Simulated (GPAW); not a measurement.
# AlN (F-43m) in GPAW: further runs

One crystal, AlN, is run at these levels: PBE; tasks: dielectric tensor.

All numbers are computed with GPAW 26.7.0; they aren't measurements. Logs are shortened: lines on timing, memory, paths and dates and some standing lists are left out, and cuts for length are marked. The log counts tension as positive stress, the text compression.

## 1. Starting point

The structure is cubic, space group F-43m (No. 216). Conventional cell: a = 4.368 Å, b = 4.368 Å, c = 4.368 Å, α = 90.00°, β = 90.00°, γ = 90.00°. Around Al (site symmetry -43m) lie 4 N at 1.89 Å. N (site symmetry -43m) has 4 Al at 1.89 Å as nearest neighbours.

Measurements of this composition are mostly on another form, of space group No. 186.

## 2. Dielectric tensor, PBE

File run.py:

```python
import numpy as np
from ase.dft.bandgap import bandgap
from ase.io import read, write
from gpaw import GPAW, PW
from gpaw.response.df import DielectricFunction

atoms = read('AlN.xyz')

calc = GPAW(mode=PW(550),
            xc='PBE',
            kpts={'size': (8, 8, 8), 'gamma': True},
            occupations={'name': 'fermi-dirac', 'width': 0.001},
            nbands=11,
            convergence={'density': 1e-06},
            maxiter=150,
            txt='gpaw.txt')
atoms.calc = calc
energy = atoms.get_potential_energy()
calc.write('gs.gpw')
write('result.traj', atoms)
print(f'Energy: {energy:.6f} eV')
print('Fermi level:', round(calc.get_fermi_level(), 4), 'eV')
print(f'Gap: {bandgap(calc)[0]:.4f} eV, direct: {bandgap(calc, direct=True)[0]:.4f} eV')

for size in [(26, 26, 26)]:
    name = 'x'.join(str(n) for n in size)
    dense = calc.fixed_density(kpts={'size': size, 'gamma': True},
                               nbands=30, convergence={'bands': 24, 'eigenstates': 1e-7},
                               update_fermi_level=True, txt=f'dense-{name}.txt')
    dense.write(f'{name}.gpw', mode='all')
    df = DielectricFunction(f'{name}.gpw', frequencies=np.array([0.0]), hilbert=False, eta=0.001,
                            ecut=80, nbands=24, intraband=False, txt=f'df-{name}.txt')
    for xc in ['ALDA']:
        for direction in ['x', 'y', 'z', [0, 1, 1], [1, 0, 1], [1, 1, 0]]:
            e0, e = df.get_macroscopic_dielectric_constant(xc=xc, direction=direction)
            print(f'{name} {xc} {direction}: {e0:.4f} without, {e:.4f} with local fields')
```

File AlN.xyz:

```xyz
2
Lattice="0.0000000000 2.1839935596 2.1839935596 2.1839935596 0.0000000000 2.1839935596 2.1839935596 2.1839935596 0.0000000000" Properties=species:S:1:pos:R:3 pbc="T T T"
Al     0.0000000000      0.0000000000      0.0000000000
N      1.0919967798      1.0919967798      1.0919967798
```

Potentials or basis: GPAW PAW data sets (gpaw-data 1.2.1), pw.

On the command line:

```bash
$ OMP_NUM_THREADS=1 python run.py
```

gpaw.txt:

```text
__  _  _
 | _ |_)|_||  |
 |__||  | ||/\| - 26.7.0

Input parameters:
  mode=PW(ecut=550.0),
  convergence={'density': 1e-06},
  kpts=MonkhorstPack(size=(8, 8, 8), gamma=True),
  maxiter=150,
  nbands=11,
  occupations=Occupations(name='fermi-dirac', width=0.001),
  xc=XC(name='PBE')

Diagonalizing LCAO Hamiltonian
Converting LCAO to pw mode

           N
       Al

Atoms  # Å, Bohr magnetons
|   | symbol |        x |        y |        z |    initial magnetic moments |
|---|--------|----------|----------|----------|-----------------------------|
| 0 |     Al | 0.000000 | 0.000000 | 0.000000 | ( 0.0000,  0.0000,  0.0000) |
| 1 |      N | 1.091997 | 1.091997 | 1.091997 | ( 0.0000,  0.0000,  0.0000) |

Unit cell  # Å
| periodic |        x |        y |        z |  lengths |    angles |
|----------|----------|----------|----------|----------|-----------|
|      yes | 0.000000 | 2.183994 | 2.183994 | 3.088633 | 60.000000 |
|      yes | 2.183994 | 0.000000 | 2.183994 | 3.088633 | 60.000000 |
|      yes | 2.183994 | 2.183994 | 0.000000 | 3.088633 | 60.000000 |

Number of symmetries: 24
Symmetry operations  # r_c * U_cc + t_c -> r_c
|    | kind |            matrix            |
|----|------|------------------------------|
|  0 |  E   |  1, 0, 0,  0, 1, 0,  0, 0, 1 |
|  1 |  σ   |  1, 0, 0,  0, 0, 1,  0, 1, 0 |
|  2 |  σ   |  1, 0,-1,  0, 1,-1,  0, 0,-1 |
|  3 |  C3  |  1, 0,-1,  0, 0,-1,  0, 1,-1 |
|  4 |  C3  |  1,-1, 0,  0,-1, 1,  0,-1, 0 |
|  5 |  σ   |  1,-1, 0,  0,-1, 0,  0,-1, 1 |
|  6 |  σ   |  0, 1, 0,  1, 0, 0,  0, 0, 1 |
|  7 |  C3  |  0, 1, 0,  0, 0, 1,  1, 0, 0 |
|  8 |  C2  |  0, 1,-1,  1, 0,-1,  0, 0,-1 |
|  9 |  S4  |  0, 1,-1,  0, 0,-1,  1, 0,-1 |
| 10 |  C3  |  0, 0, 1,  1, 0, 0,  0, 1, 0 |
| 11 |  σ   |  0, 0, 1,  0, 1, 0,  1, 0, 0 |
| 12 |  S4  |  0, 0,-1,  1, 0,-1,  0, 1,-1 |
| 13 |  C3  |  0, 0,-1,  0, 1,-1,  1, 0,-1 |
| 14 |  S4  |  0,-1, 1,  1,-1, 0,  0,-1, 0 |
| 15 |  C2  |  0,-1, 1,  0,-1, 0,  1,-1, 0 |
| 16 |  C3  |  0,-1, 0,  1,-1, 0,  0,-1, 1 |
| 17 |  S4  |  0,-1, 0,  0,-1, 1,  1,-1, 0 |
| 18 |  S4  | -1, 1, 0, -1, 0, 1, -1, 0, 0 |
| 19 |  C3  | -1, 1, 0, -1, 0, 0, -1, 0, 1 |
| 20 |  C3  | -1, 0, 1, -1, 1, 0, -1, 0, 0 |
| 21 |  S4  | -1, 0, 1, -1, 0, 0, -1, 1, 0 |
| 22 |  σ   | -1, 0, 0, -1, 1, 0, -1, 0, 1 |
| 23 |  C2  | -1, 0, 0, -1, 0, 1, -1, 1, 0 |

BZ-sampling:
  Number of BZ points: 512
  Number of IBZ points: 29

  Monkhorst-Pack size: [8, 8, 8]
  Monkhorst-Pack shift: [0.0625, 0.0625, 0.0625]

K-points  # in reciprocal-cell coordinates
|     |                                coordinates |     weight |
|-----|--------------------------------------------|------------|
|   0 | (  0.00000000,   0.00000000,   0.00000000) | 0.00195312 |
|   1 | (  0.12500000,   0.12500000,   0.00000000) | 0.01171875 |
|   2 | (  0.12500000,   0.12500000,   0.12500000) | 0.01562500 |
|   3 | (  0.25000000,   0.12500000,   0.12500000) | 0.02343750 |
|   4 | (  0.25000000,   0.25000000,   0.00000000) | 0.01171875 |
|   5 | (  0.25000000,   0.25000000,   0.12500000) | 0.04687500 |
|   6 | (  0.25000000,   0.25000000,   0.25000000) | 0.01562500 |
|   7 | (  0.37500000,   0.25000000,  -0.37500000) | 0.04687500 |
|   8 | (  0.37500000,   0.25000000,   0.12500000) | 0.04687500 |
|   9 | (  0.37500000,   0.25000000,   0.25000000) | 0.04687500 |
| ... |                                            |            |
|  28 | (  0.50000000,   0.50000000,   0.50000000) | 0.00781250 |

Plane wave coefficients: 620
Cutoff: 550.0 eV

Spin-components: 1 (collinear spins)
Bands:           11
Projectors:      10
Spin-degeneracy: 2
Datatype:        complex128

Parallelization:
  kpt:    1
  domain: 1
  band:   1

Density:
  Valence electrons: 8.0
  Components: 1
  Grid points: [18 18 18]
  Charge: 0.0  # |e|

Potential:
  Grid points: [18 18 18]

species:
  Al:
    name:    Aluminium
    Z:       13.0
    valence: 3
    core:    10
    charge:  0.0  # [|e|]
    compensation charges:
      type: gauss
      rc: 0.34  # [Å]
      lmax: 2
    cutoffs:
      filter: 1.91  # [Å]
      core: 2.36  # [Å]
    projectors
    | kind |    occ | energy [eV] | rcut [Å] |
    |------|--------|-------------|----------|
    |   3s |  2.000 |      -7.753 |    1.085 |
    |   3p |  1.000 |      -2.712 |    1.085 |
    |    s |        |      19.459 |    1.085 |
    |    p |        |      24.499 |    1.085 |
    |    d |        |       0.000 |    1.085 |

    Using partial waves for Al as LCAO basis

  N:
    name:    Nitrogen
    Z:       7.0
    valence: 5
    core:    2
    charge:  0.0  # [|e|]
    compensation charges:
      type: gauss
      rc: 0.18  # [Å]
      lmax: 2
    cutoffs:
      filter: 1.11  # [Å]
      core: 0.96  # [Å]
    projectors
    | kind |    occ | energy [eV] | rcut [Å] |
    |------|--------|-------------|----------|
    |   2s |  2.000 |     -18.583 |    0.603 |
    |   2p |  3.000 |      -7.089 |    0.529 |
    |    s |        |       8.629 |    0.603 |
    |    p |        |      20.123 |    0.529 |
    |    d |        |       0.000 |    0.577 |

    Using partial waves for N as LCAO basis

Reference energy: -8085.144769  # eV

eigensolver:
  PPCG
  Converge bands: occupied
  niter=2

density mixing:
  MSR1-Mixer
  Pratt-step length: 0.05
  Maximum mixing coefficient: 0.75
  Old densities: 10
  SVD Regularization: 0.005
  Good broyden scale: 1.0
  Trust region scale: 1.0
  Backstep threshold: 4.0
  History deletion threshold: 6.0
  Fourier metric: weight=20.0, sigma=0.015

occupation numbers:
  Fermi-Dirac:
    width: 0.0010  # eV

poisson solver:
  ecut: 4400.0  # eV

xc functional:
  name: PBE with 2 nearest neighbor stencil

convergence criteria:
- Maximum integral of absolute [dens]ity change: 1e-06 electrons / valence electron
- Maximum [total energy] change in last 3 cyles: 0.0005 eV / valence electron
- Maximum integral of absolute [eigenst]ate change: 4e-08 eV^2 / valence electron
maximum number of iterations: 150

SCF iterations
|iter     | |      energy | eigst |  dens |
|---------|-|-------------|-------|-------|
|iter:   1| |  -16.400316 | -0.30 |       |
|iter:   2| |  -15.902849 | -2.27 | -0.56 |
|iter:   3| |  -14.465511 | -0.92 | -0.61 |
|iter:   4| |  -14.475729 | -3.07 | -1.25 |
|iter:   5| |  -14.481504 | -3.42 | -1.55 |
|iter:   6| |  -14.481561 | -5.45 | -2.76 |
|iter:   7| |  -14.481575c| -6.39 | -3.13 |
|iter:   8| |  -14.481575c| -8.64c| -4.42 |
|iter:   9| |  -14.481575c| -8.23c| -4.94 |
|iter:  10| |  -14.481575c| -9.69c| -5.94 |
|iter:  11| |  -14.481575c|-10.78c| -6.51c|

Converged in 11 steps
Energy contributions relative to reference atoms: (reference = -8085.144769)

Energy contributions:
  Kinetic:          15.921823
  Coulomb:         -13.185773
  Zero:             -0.051976
  External:          0.000000
  Xc:              -17.165649
  Entropy:          -0.000000
  Spinorbit:         0.000000
  ----------------------------
  Free energy:     -14.481575
  Extrapolated:    -14.481575

dipole moment: (-8.599695, -8.599695, -8.599695)  # |e|*Ang

Fermi level: 6.435
Eigenvalues  # (at kpt = [0.000, 0.000, 0.000])
| band index |      eig [eV] | occ [0-2] |
|------------|---------------|-----------|
|          0 |        -9.039 |     2.000 |
|          1 |         6.001 |     2.000 |
|          2 |         6.001 |     2.000 |
|          3 |         6.001 |     2.000 |
|          4 |        10.151 |     0.000 |
|          5 |        18.549 |     0.000 |
|          6 |        18.549 |     0.000 |
|          7 |        18.549 |     0.000 |
|          8 |        23.676 |     0.000 |
|          9 |        23.681 |     0.000 |
|         10 |        25.118 |     0.000 |

Gap: 3.288 eV
Transition (v -> c):
  (s=0, k=0, n=3, [0.00, 0.00, 0.00]) -> (s=0, k=24, n=4, [0.50, 0.50, 0.00])
Direct/indirect transitions are different
Direct gap: 4.150 eV
Transition at: (s=0, k=0, n=3, [0.00, 0.00, 0.00])
# Writing to gs.gpw (mode='')
```

Run time: 86 s. Hardware: 1 thread of AMD EPYC 9B45 (Zen 5), shared host; peak memory 0.64 GiB.

What came out:

| Property | Result |
| --- | --- |
| Free energy | -14.4816 eV |
| Band gap on the k mesh | 3.29 eV, indirect (least direct gap 4.15 eV) |
| Electronic dielectric tensor (diagonal) | 4.56 |

Electronic dielectric tensor:
```
4.56 0.00 0.00
0.00 4.56 0.00
0.00 0.00 4.56
```

Caveat: the long-wavelength limit can be off by a per cent or two.

## 3. Dielectric tensor, PBE

Changes to run.py since step 2:

```diff
@@ -32,3 +32,3 @@
                             ecut=80, nbands=24, intraband=False, txt=f'df-{name}.txt')
-    for xc in ['ALDA']:
+    for xc in ['Bootstrap']:
         for direction in ['x', 'y', 'z', [0, 1, 1], [1, 0, 1], [1, 1, 0]]:
```

AlN.xyz is that of step 2.

Potentials or basis: GPAW PAW data sets (gpaw-data 1.2.1), pw.

On the command line:

```bash
$ OMP_NUM_THREADS=1 python run.py
```

gpaw.txt:

```text
__  _  _
 | _ |_)|_||  |
 |__||  | ||/\| - 26.7.0

Input parameters:
  mode=PW(ecut=550.0),
  convergence={'density': 1e-06},
  kpts=MonkhorstPack(size=(8, 8, 8), gamma=True),
  maxiter=150,
  nbands=11,
  occupations=Occupations(name='fermi-dirac', width=0.001),
  xc=XC(name='PBE')

Diagonalizing LCAO Hamiltonian
Converting LCAO to pw mode

           N
       Al

Atoms  # Å, Bohr magnetons
|   | symbol |        x |        y |        z |    initial magnetic moments |
|---|--------|----------|----------|----------|-----------------------------|
| 0 |     Al | 0.000000 | 0.000000 | 0.000000 | ( 0.0000,  0.0000,  0.0000) |
| 1 |      N | 1.091997 | 1.091997 | 1.091997 | ( 0.0000,  0.0000,  0.0000) |

Unit cell  # Å
| periodic |        x |        y |        z |  lengths |    angles |
|----------|----------|----------|----------|----------|-----------|
[... 170 lines left out ...]
|iter:   5| |  -14.481504 | -3.42 | -1.55 |
|iter:   6| |  -14.481561 | -5.45 | -2.76 |
|iter:   7| |  -14.481575c| -6.39 | -3.13 |
|iter:   8| |  -14.481575c| -8.64c| -4.42 |
|iter:   9| |  -14.481575c| -8.23c| -4.94 |
|iter:  10| |  -14.481575c| -9.69c| -5.94 |
|iter:  11| |  -14.481575c|-10.78c| -6.51c|

Converged in 11 steps
Energy contributions relative to reference atoms: (reference = -8085.144769)

Energy contributions:
  Kinetic:          15.921823
  Coulomb:         -13.185773
  Zero:             -0.051976
  External:          0.000000
  Xc:              -17.165649
  Entropy:          -0.000000
  Spinorbit:         0.000000
  ----------------------------
  Free energy:     -14.481575
  Extrapolated:    -14.481575

dipole moment: (-8.599695, -8.599695, -8.599695)  # |e|*Ang

Fermi level: 6.435
Eigenvalues  # (at kpt = [0.000, 0.000, 0.000])
| band index |      eig [eV] | occ [0-2] |
|------------|---------------|-----------|
|          0 |        -9.039 |     2.000 |
|          1 |         6.001 |     2.000 |
|          2 |         6.001 |     2.000 |
|          3 |         6.001 |     2.000 |
|          4 |        10.151 |     0.000 |
|          5 |        18.549 |     0.000 |
|          6 |        18.549 |     0.000 |
|          7 |        18.549 |     0.000 |
|          8 |        23.676 |     0.000 |
|          9 |        23.681 |     0.000 |
|         10 |        25.118 |     0.000 |

Gap: 3.288 eV
Transition (v -> c):
  (s=0, k=0, n=3, [0.00, 0.00, 0.00]) -> (s=0, k=24, n=4, [0.50, 0.50, 0.00])
Direct/indirect transitions are different
Direct gap: 4.150 eV
Transition at: (s=0, k=0, n=3, [0.00, 0.00, 0.00])
# Writing to gs.gpw (mode='')
```

It took 83 s on 1 thread of AMD EPYC 9B45 (Zen 5), shared host; peak memory 0.49 GiB.

What came out:

```yaml
Free_energy: -14.4816 eV
Band_gap_on_the_k_mesh: 3.29 eV, indirect (least direct gap 4.15 eV)
Electronic_dielectric_tensor_diagonal: 5.11
```

Electronic dielectric tensor:
```
5.11 0.00 0.00
0.00 5.11 0.00
0.00 0.00 5.11
```

Caveat: the long-wavelength limit can be off by a per cent or two. Expect the measured gap to be larger: semilocal functionals such as PBE lack the derivative discontinuity.
